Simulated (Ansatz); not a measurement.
The parent structure is AlSb in the zinc blende structure (space group F-43m, No. 216; a = 6.177 Å).

Method: Ansatz (a quantum-chemistry and plane-wave program) r2SCAN, no spin-orbit coupling, earlier PAW set.

Before the change:

- Gap between the host's bands: 1.50 eV

Now apply this change: 0.0413 holes added to each cell, a density of 7.0×10^20 cm⁻³, with a uniform compensating background at fixed cell and a 300 K Fermi–Dirac width.

Task: Estimate the effect on the gap between the host's bands.

Result: The gap between the host's bands rises by 0.021 eV, from 1.50 eV to 1.53 eV.

Charged cell with a jellium background: band edges are those of the host's band count, energies are not comparable with the neutral cell, and many-body gap narrowing is missing. With Sb present, leaving out spin-orbit coupling can change the band edges. Stability against distortions was not tested.
